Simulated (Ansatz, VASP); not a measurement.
SnSe2: VASP beside Ansatz

Contents of INCAR:

```
ALGO     = Normal         # electronic algorithm
CSHIFT   = 0.1          
EDIFF    = 1E-7           # SCF threshold, eV
ENCUT    = 520            # plane-wave cutoff, eV
GGA      = PS             # functional
ISIF     = 2              # what is computed and relaxed
ISMEAR   = 0              # smearing method
LASPH    = T              # aspherical terms in the spheres
LCHARG   = F              # write CHGCAR
LOPTICS  = T              # frequency-dependent dielectric function
LREAL    = F              # projectors in reciprocal space
LWAVE    = F              # write WAVECAR
NBANDS   = 37             # bands
NEDOS    = 2000           # points of the DOS
NELM     = 80             # most SCF steps
PREC     = Accurate       # precision mode
SIGMA    = 0.02           # smearing width, eV
```

File KPOINTS:

```
k-points
0
Gamma
  8 8 5
```

The input POSCAR:

```
SnSe2
1.0
    3.8110000000      0.0000000000      0.0000000000
   -1.9055000000      3.3004228138      0.0000000000
    0.0000000000      0.0000000000      6.1360000000
Sn Se
1 2
Direct
    0.0000000000      0.0000000000      0.0000000000
    0.6666666667      0.3333333333      0.7510000000
    0.3333333333      0.6666666667      0.2490000000
```

File input.yaml:

```yaml
crystal:
  lattice:
    - [3.811, 0.0, 0.0]
    - [-1.9055, 3.3004228138, 0.0]
    - [0.0, 0.0, 6.136]
  atoms:
    - { symbol: Sn, position: [0.0, 0.0, 0.0] }
    - { symbol: Se, position: [0.6666666667, 0.3333333333, 0.751] }
    - { symbol: Se, position: [0.3333333333, 0.6666666667, 0.249] }
hamiltonian:
  xc: pbesol
  pseudopotentials: { kind: paw }
kpoints:
  mp_grid: { grid: [8, 8, 5] }
scf:
  occupations: { method: gaussian, width: 0.02 }
output:
  forces: true
  stress: true
  eigenvalues: true
  write_density: true
  write_potential: true
  elf: true
  volumetric_format: npy
```

Alike in both runs: functional PBEsol; k mesh 8 × 8 × 5; occupations gaussian, width 0.02 eV; no spin polarisation.

```csv
,VASP,Ansatz
version,VASP 6.6.1,Ansatz 0.2.0
potentials or method,"VASP PAW PBE potentials, release 64 (Sn_d, Se)",Ansatz PAW
plane-wave cutoff (eV),520,420
valence electrons in the cell,26,46
task,optical spectrum,single point
```

VASP gave:

* gap on the k mesh at the Fermi level (eV): 0.73
* least direct gap on the mesh (eV): 1.00
* pressure (GPa): 2.6
* largest component of the traceless stress (GPa): 1.23
* rms of the force components (eV/Å): 0.293

**Question.** What did Ansatz give for the same quantities?

**Answer.** gap on the k mesh at the Fermi level (eV): 0.74; least direct gap on the mesh (eV): 1.01; pressure (GPa): 2.5; largest component of the traceless stress (GPa): 1.23; rms of the force components (eV/Å): 0.283.

Atom by atom the forces differ by 0.010 eV/Å (rms over components). The two sets of potentials don't hold the same shells in valence.

Caveats: spin-orbit coupling is left out, which moves the levels of the heavy elements; this functional lacks dispersion, which binds the layers, so the pressure and a relaxed spacing across them are unreliable; spectra need much finer meshes, so this one isn't converged (VASP); independent-particle spectra lack excitons (VASP); the PAW data sets were made with another functional, which shifts forces and pressure a little (VASP); an odd mesh through Γ misses points on the zone boundary, where band edges often lie (VASP); odd divisions of the mesh miss points on the zone boundary, where band edges often lie, so the gap on the mesh can be too wide (Ansatz).
